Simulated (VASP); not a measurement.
# AlN (P6_3mc) in VASP: band structure with PBE

Aim: the band structure of AlN with PBE.

Program: VASP 6.6.1. These are calculated values, not measurements. Logs are shortened: lines on timing, memory, paths and dates and some standing lists are left out, and cuts for length are marked.

**The experiment to reproduce.**

From “Structural and optical properties of self-assembled AlN nanowires grown on SiO2/Si substrates by molecular beam epitaxy”, 2024, arxiv:2402.00216, for a bulk crystal of AlN at 0 K: band gap 6.0343 eV (an exciton energy, a little under the gap).

The runs below are set against these values where they give the same quantity.

## (1) The crystal as given

The structure is hexagonal, space group P6_3mc (No. 186). The conventional cell has a = 3.129 Å, b = 3.129 Å, c = 5.016 Å, α = 90.00°, β = 90.00°, γ = 120.00°. Al (site symmetry 3m) has 4 N at 1.90 to 1.91 Å as nearest neighbours. N (site symmetry 3m) is surrounded by 4 Al at 1.90 to 1.91 Å.

## (2) Band structure, PBE

POSCAR

```
AlN                                     
1.0
    3.1285616310      0.0000000000      0.0000000000
   -1.5642808155      2.7094138477      0.0000000000
    0.0000000000      0.0000000000      5.0164547974
  Al              N             
     2     2
Direct
     0.3333333300000021    0.6666666699999979    0.9992557112149072
     0.6666666699999979    0.3333333300000021    0.4992557112149072
     0.3333333300000021    0.6666666699999979    0.3807442887850954
     0.6666666699999979    0.3333333300000021    0.8807442887850954
```

INCAR.step1

```
SYSTEM = AlN
ALGO     = Normal         ! electronic algorithm
AMIX     = 0.2          
EDIFF    = 1E-7           ! SCF threshold, eV
ENCUT    = 520            ! plane-wave cutoff, eV
GGA      = PE             ! functional
ISIF     = 2              ! what is computed and relaxed
ISMEAR   = 0              ! smearing method
LASPH    = .TRUE.         ! aspherical terms in the spheres
LCHARG   = .TRUE.         ! write CHGCAR
LREAL    = .FALSE.        ! projectors in reciprocal space
LWAVE    = .FALSE.        ! write WAVECAR
NELM     = 80             ! most SCF steps
PREC     = Accurate       ! precision mode
SIGMA    = 0.02           ! smearing width, eV
```

KPOINTS.step1

```
k-points
0
G
  12 12 6
  0 0 0
```

INCAR.step2

```
SYSTEM = AlN
ALGO     = Normal         ! electronic algorithm
AMIX     = 0.2          
EDIFF    = 1E-7           ! SCF threshold, eV
ENCUT    = 520            ! plane-wave cutoff, eV
GGA      = PE             ! functional
ICHARG   = 11             ! starting density
ISIF     = 2              ! what is computed and relaxed
ISMEAR   = 0              ! smearing method
LASPH    = .TRUE.         ! aspherical terms in the spheres
LCHARG   = .FALSE.        ! write CHGCAR
LREAL    = .FALSE.        ! projectors in reciprocal space
LWAVE    = .FALSE.        ! write WAVECAR
NELM     = 80             ! most SCF steps
PREC     = Accurate       ! precision mode
SIGMA    = 0.05           ! smearing width, eV
```

KPOINTS.step2

```
path GMKGALHA,LM,KH
20
line-mode
reciprocal
 0.0000000000  0.0000000000  0.0000000000  G
 0.5000000000  0.0000000000  0.0000000000  M

 0.5000000000  0.0000000000  0.0000000000  M
 0.3333333333  0.3333333333  0.0000000000  K

 0.3333333333  0.3333333333  0.0000000000  K
 0.0000000000  0.0000000000  0.0000000000  G

 0.0000000000  0.0000000000  0.0000000000  G
 0.0000000000  0.0000000000  0.5000000000  A

 0.0000000000  0.0000000000  0.5000000000  A
 0.5000000000  0.0000000000  0.5000000000  L

 0.5000000000  0.0000000000  0.5000000000  L
 0.3333333333  0.3333333333  0.5000000000  H

 0.3333333333  0.3333333333  0.5000000000  H
 0.0000000000  0.0000000000  0.5000000000  A

 0.5000000000  0.0000000000  0.5000000000  L
 0.5000000000  0.0000000000  0.0000000000  M

 0.3333333333  0.3333333333  0.0000000000  K
 0.3333333333  0.3333333333  0.5000000000  H
```

Potentials or basis: VASP PAW PBE potentials, release 64 (Al, N).

On the command line:

```console
> cat potpaw_PBE.64/Al/POTCAR potpaw_PBE.64/N/POTCAR > POTCAR
> cp INCAR.step1 INCAR
> cp KPOINTS.step1 KPOINTS
> mpirun -np 1 vasp_std > vasp.out
> cp INCAR.step2 INCAR
> cp KPOINTS.step2 KPOINTS
> mpirun -np 1 vasp_std > vasp.out
```

OUTCAR:

```text
SYSTEM = AlN
   AMIX = 0.2
   EDIFF = 1E-7
   ENCUT = 520
   GGA = PE
   ICHARG = 11
   ISIF = 2
   ISMEAR = 0
   LASPH = .TRUE.
   LREAL = .FALSE.
   NELM = 80
   PREC = Accurate

 ion  position               nearest neighbor table
   1  0.333  0.667  0.999-   4 1.90   4 1.90   4 1.90   3 1.91   2 3.09   2 3.09   2 3.09   2 3.09
                             2 3.09   2 3.09
   2  0.667  0.333  0.499-   3 1.90   3 1.90   3 1.90   4 1.91   1 3.09   1 3.09   1 3.09   1 3.09
                             1 3.09   1 3.09
   3  0.333  0.667  0.381-   2 1.90   2 1.90   2 1.90   1 1.91
   4  0.667  0.333  0.881-   1 1.90   1 1.90   1 1.90   2 1.91

  LATTYP: Found a hexagonal cell.
 ALAT       =     3.1285616310
 C/A-ratio  =     1.6034380617

  Lattice vectors:

 A1 = (   3.1285616310,   0.0000000000,   0.0000000000)
 A2 = (  -1.5642808155,   2.7094138477,   0.0000000000)
 A3 = (   0.0000000000,   0.0000000000,   5.0164547974)

Analysis of symmetry for initial positions (statically):
=====================================================================
 Subroutine PRICEL returns:
 Original cell was already a primitive cell.

 Routine SETGRP: Setting up the symmetry group for a
 hexagonal supercell.

 Subroutine GETGRP returns: Found 12 space group operations
 (whereof  6 operations were pure point group operations)
 out of a pool of 24 trial point group operations.

The static configuration has the point symmetry C_3v.
 The point group associated with its full space group is C_6v.

Analysis of symmetry for dynamics (positions and initial velocities):
=====================================================================
 Subroutine PRICEL returns:
 Original cell was already a primitive cell.

 Routine SETGRP: Setting up the symmetry group for a
 hexagonal supercell.

 Subroutine GETGRP returns: Found 12 space group operations
 (whereof  6 operations were pure point group operations)
 out of a pool of 24 trial point group operations.

The dynamic configuration has the point symmetry C_3v.
 The point group associated with its full space group is C_6v.

 Subroutine INISYM returns: Found 12 space group operations
 (whereof  6 operations are pure point group operations),
 and found     1 'primitive' translations

----------------------------------------------------------------------------------------

                                     Primitive cell

  volume of cell :      42.5223

  direct lattice vectors                    reciprocal lattice vectors
     3.128561631  0.000000000  0.000000000     0.319635704  0.184541760  0.000000000
    -1.564280816  2.709413848  0.000000000     0.000000000  0.369083520  0.000000000
     0.000000000  0.000000000  5.016454797     0.000000000  0.000000000  0.199343967

  length of vectors
     3.128561631  3.128561629  5.016454797     0.369083520  0.369083520  0.199343967

  position of ions in fractional coordinates (direct lattice)
     0.333333330  0.666666670  0.999255711
     0.666666670  0.333333330  0.499255711
     0.333333330  0.666666670  0.380744289
     0.666666670  0.333333330  0.880744289

  ion indices of the primitive-cell ions
   primitive index   ion index
                 1           1
                 2           2
                 3           3
                 4           4

----------------------------------------------------------------------------------------

 KPOINTS: path GMKGALHA,LM,KH

Interpolating k-points between supplied coordinates.

 Line segments in fractional coordinates (reciprocal lattice):
    0.000000  0.000000  0.000000  ...  0.500000  0.000000  0.000000
    0.500000  0.000000  0.000000  ...  0.333333  0.333333  0.000000
    0.333333  0.333333  0.000000  ...  0.000000  0.000000  0.000000
    0.000000  0.000000  0.000000  ...  0.000000  0.000000  0.500000
    0.000000  0.000000  0.500000  ...  0.500000  0.000000  0.500000
    0.500000  0.000000  0.500000  ...  0.333333  0.333333  0.500000
    0.333333  0.333333  0.500000  ...  0.000000  0.000000  0.500000
    0.500000  0.000000  0.500000  ...  0.500000  0.000000  0.000000
    0.333333  0.333333  0.000000  ...  0.333333  0.333333  0.500000

 Generated    20 points on each line segment, for a total of    180 k-points:

 Following reciprocal coordinates:
            Coordinates               Weight
  0.000000  0.000000  0.000000      0.005556
  0.026316  0.000000  0.000000      0.005556
  0.052632  0.000000  0.000000      0.005556
  0.078947  0.000000  0.000000      0.005556
  0.105263  0.000000  0.000000      0.005556
  0.131579  0.000000  0.000000      0.005556
[... 16 lines left out ...]
  0.482456  0.035088  0.000000      0.005556
  0.473684  0.052632  0.000000      0.005556
 [... further k-points ...]
   k-points           NKPTS =    180   k-points in BZ     NKDIM =    180   number of bands    NBANDS=     12
   number of dos      NEDOS =    301   number of ions     NIONS =      4
   total plane-waves  NPLWV =  23040
   dimension x,y,z NGX =    24 NGY =   24 NGZ =   40
   dimension x,y,z NGXF=    48 NGYF=   48 NGZF=   80
   ions per type =               2   2
   NGX,Y,Z   is equivalent  to a cutoff of  12.75, 12.75, 13.26 a.u.
   NGXF,Y,Z  is equivalent  to a cutoff of  25.51, 25.51, 26.51 a.u.
 SYSTEM =  AlN
   PREC   = accura    normal or accurate (medium, high low for compatibility)
   ISTART =      0    job   : 0-new  1-cont  2-samecut
   ICHARG =     11    charge: 1-file 2-atom 10-const
   ISPIN  =      1    spin polarized calculation?
   LNONCOLLINEAR =      F non collinear calculations
   LSORBIT =      F    spin-orbit coupling
   LASPH  =      T    aspherical Exc in radial PAW
   ENCUT  =  520.0 eV  38.22 Ry    6.18 a.u.   5.82  5.82  9.33*2*pi/ulx,y,z
   NELM   =     80;   NELMIN=  2; NELMDL=  0     # of ELM steps
   EDIFF  = 0.1E-06   stopping-criterion for ELM
   LREAL  =      F    real-space projection
   EDIFFG = 0.1E-05   stopping-criterion for IOM
   NSW    =      0    number of steps for IOM
   IBRION =     -1    ionic relax: 0-MD 1-quasi-New 2-CG
   NFREE  =      0    steps in history (QN), initial steepest desc. (CG)
   ISIF   =      2    stress and relaxation
   ISYM   =      2    0-nonsym 1-usesym 2-fastsym
   POTIM  = 0.5000    time-step for ionic-motion
   TEBEG  =    0.0;   TEEND  =   0.0 temperature during run
   PSTRESS=    0.0 pullay stress
   NELECT =      16.0000    total number of electrons
   NUPDOWN=      -1.0000    fix difference up-down
   EMIN   =  10.00;   EMAX   =-10.00  energy-range for DOS
   EFERMI =   0.00;   METHOD = LEGACY
   ISMEAR =     0;   SIGMA  =   0.05  broadening in eV -4-tet -1-fermi 0-gaus
   EFERMI_NEDOS =   21; number of points for ismear=-14 and -15
   IALGO  =     38    algorithm
   IMIX   =      4    mixing-type and parameters
     AMIX     =   0.20;   BMIX     =  1.00
     AMIX_MAG =   0.80;   BMIX_MAG =  1.00
  volume/ion in A,a.u.               =      10.63        71.74
  Fermi-wavevector in a.u.,A,eV,Ry     =   1.181887  2.233442 19.005381  1.396856
  Thomas-Fermi vector in A             =   2.318151
   LORBIT       =      0    0 simple, 1 ext, 2 COOP (PROOUT), +10 PAW based schemes
   GGA     = PE    functional components
   LHFCALC =     F    Hartree Fock is set to
   AEXX    =    0.0000 exact exchange contribution
   IVDW    =     0    specifies the selected vdW correction
   LEPSILON=     F    determine dielectric tensor
   LRPA    =     F    only Hartree local field effects (RPA)
 non-spin polarized calculation
 Gauss-broadening in eV      SIGMA  =   0.05
  energy-cutoff  :      520.00
  volume of cell :       42.52
 maximum number of plane-waves:      1170
 NGX is ok and might be reduce to    24

 number of electron      15.9999998 magnetization

 Free energy of the ion-electron system (eV)
  ---------------------------------------------------
  ext. energy  EPLUGINS =         0.00000000
  ---------------------------------------------------
  free energy    TOTEN  =       -29.07472934 eV

  energy without entropy =      -29.07472934  energy(sigma->0) =      -29.07472934

 E-fermi :   6.2677     XC(G=0): -10.8329

 val. band max:        5.9759689089   @ k =   0.0000   0.0000   0.0000
 cond. band min:      10.0321963860   @ k =   0.0000   0.0000   0.0000
 fundamental gap:      4.0562274771
 Fermi energy:         6.2677453555

 k-point     1 :       0.0000    0.0000    0.0000
  band No.  band energies     occupation
      1      -9.0982      2.00000
      2      -7.0121      2.00000
      3       0.0648      2.00000
      4       5.1327      2.00000
      5       5.1327      2.00000
      6       5.7750      2.00000
      7       5.7750      2.00000
      8       5.9760      2.00000
      9      10.0322      0.00000
     10      12.4992      0.00000
     11      16.4448      0.00000
     12      17.0159      0.00000

 k-point     2 :       0.0263    0.0000    0.0000
  band No.  band energies     occupation
      1      -9.0895      2.00000
      2      -7.0071      2.00000
      3       0.0753      2.00000
      4       5.0899      2.00000
      5       5.1205      2.00000
      6       5.7282      2.00000
      7       5.7741      2.00000
      8       5.9727      2.00000
      9      10.0793      0.00000
     10      12.5391      0.00000
     11      16.4074      0.00000
     12      16.9537      0.00000

 k-point     3 :       0.0526    0.0000    0.0000
  band No.  band energies     occupation
      1      -9.0635      2.00000
      2      -6.9922      2.00000
      3       0.1064      2.00000
      4       4.9642      2.00000
      5       5.0848      2.00000
      6       5.5962      2.00000
      7       5.7705      2.00000
      8       5.9619      2.00000
      9      10.2131      0.00000
     10      12.6542      0.00000
     11      16.3009      0.00000
     12      16.7484      0.00000
[... 286 lines left out ...]
 k-point    23 :       0.4825    0.0351    0.0000
  band No.  band energies     occupation
      1      -7.1732      2.00000
      2      -6.5038      2.00000
      3       0.6092      2.00000
      4       1.8618      2.00000
      5       2.6910      2.00000
      6       3.8704      2.00000
      7       4.2286      2.00000
      8       5.2494      2.00000
      9      11.7345      0.00000
     10      11.8149      0.00000
     11      14.0436      0.00000
     12      16.1209      0.00000

 k-point    24 :       0.4737    0.0526    0.0000
  band No.  band energies     occupation
      1      -7.1640      2.00000
      2      -6.5028      2.00000
      3       0.6242      2.00000
      4       1.8738      2.00000
      5       2.7052      2.00000
      6       3.8070      2.00000
      7       4.2250      2.00000
      8       5.1936      2.00000
      9      11.7256      0.00000
     10      11.9042      0.00000
     11      14.0838      0.00000
     12      16.1087      0.00000

 [... further k-points ...]

------------------------ aborting loop because EDIFF is reached ----------------------------------------

  FORCE on cell =-STRESS in cart. coord.  units (eV):
  Direction    XX          YY          ZZ          XY          YZ          ZX
  --------------------------------------------------------------------------------------
  -------------------------------------------------------------------------------------
  Total        1.5401835      1.5401834      1.0497128      0.0000000      0.0000000     -0.0000000
  in kB       58.0318039     58.0318039     39.5516056      0.0000000      0.0000000     -0.0000000
  external PRESSURE =      51.8717378 kB  Pullay stress =       0.0000000 kB

 VOLUME and BASIS-vectors are now :
 -----------------------------------------------------------------------------
  energy-cutoff  :      520.00
  volume of cell :       42.52
      direct lattice vectors                 reciprocal lattice vectors
     3.128561631  0.000000000  0.000000000     0.319635704  0.184541760  0.000000000
    -1.564280816  2.709413848  0.000000000     0.000000000  0.369083520  0.000000000
     0.000000000  0.000000000  5.016454797     0.000000000  0.000000000  0.199343967

 POSITION                                       TOTAL-FORCE (eV/Angst)
 -----------------------------------------------------------------------------------
     -0.00000      1.80628      5.01272         0.000000     -0.000000     -0.168676
      1.56428      0.90314      2.50449         0.000000     -0.000000     -0.168676
     -0.00000      1.80628      1.90999         0.000000     -0.000000      0.168676
      1.56428      0.90314      4.41821        -0.000000      0.000000      0.168676
 -----------------------------------------------------------------------------------
    total drift:                               -0.000009      0.000005     -0.007070

  FREE ENERGIE OF THE ION-ELECTRON SYSTEM (eV)
  ---------------------------------------------------
  free  energy   TOTEN  =       -29.0747293425 eV

  energy  without entropy=      -29.0747293425  energy(sigma->0) =      -29.07472934
```

Wall time 46 s (1 thread of Intel Xeon Platinum 8488C (Sapphire Rapids), shared host); peak memory 0.2 GiB.

What came out:

```yaml
Band_gap_on_the_k_mesh: 4.06 eV, direct
Band_gap_along_the_path: 4.06 eV, direct
```

Levels at the corners of the path, in eV from the valence-band top:
```tsv
point	band 4	band 5	band 6	band 7	band 8	band 9	band 10	band 11	band 12
Γ	-0.84	-0.84	-0.20	-0.20	0.00	4.06	6.52	10.47	11.04
M	-4.12	-3.30	-2.05	-1.74	-0.68	5.76	5.77	8.04	10.15
M	-4.12	-3.30	-2.05	-1.74	-0.68	5.76	5.77	8.04	10.15
K	-3.76	-3.76	-2.41	-2.35	-2.35	5.05	8.28	9.56	9.56
K	-3.76	-3.76	-2.41	-2.35	-2.35	5.05	8.28	9.56	9.56
Γ	-0.84	-0.84	-0.20	-0.20	0.00	4.06	6.52	10.47	11.04
Γ	-0.84	-0.84	-0.20	-0.20	0.00	4.06	6.52	10.47	11.04
A	-3.30	-0.53	-0.53	-0.53	-0.53	6.32	6.32	10.18	10.18
A	-3.30	-0.53	-0.53	-0.53	-0.53	6.32	6.32	10.18	10.18
L	-5.53	-1.44	-1.44	-1.35	-1.35	5.25	5.25	9.15	9.15
L	-5.53	-1.44	-1.44	-1.35	-1.35	5.25	5.25	9.15	9.15
H	-4.78	-3.79	-3.79	-0.79	-0.79	7.36	7.36	7.72	7.72
H	-4.78	-3.79	-3.79	-0.79	-0.79	7.36	7.36	7.72	7.72
A	-3.30	-0.53	-0.53	-0.53	-0.53	6.32	6.32	10.18	10.18
L	-5.53	-1.44	-1.44	-1.35	-1.35	5.25	5.25	9.15	9.15
M	-4.12	-3.30	-2.05	-1.74	-0.68	5.76	5.77	8.04	10.15
K	-3.76	-3.76	-2.41	-2.35	-2.35	5.05	8.28	9.56	9.56
H	-4.78	-3.79	-3.79	-0.79	-0.79	7.36	7.36	7.72	7.72
```

Caveat: the log is that of the step along the path at fixed density, whose energy, stress, charges and moments have no meaning.

## (3) Against experiment

Step 2. Against the measured gap of AlN, 6.0343 eV (an exciton energy, a little under the gap; 0 K; quoted in “Structural and optical properties of self-assembled AlN nanowires grown on SiO2/Si substrates by molecular beam epitaxy”, 2024, arxiv:2402.00216), the calculated 4.06 eV is off by -1.98 eV. 2 values of this kind are on record (6.034 to 6.0343 eV); this one was drawn at random. The value is that of PBE, without temperature or zero-point motion. Semilocal functionals fall short of measured gaps as a rule.
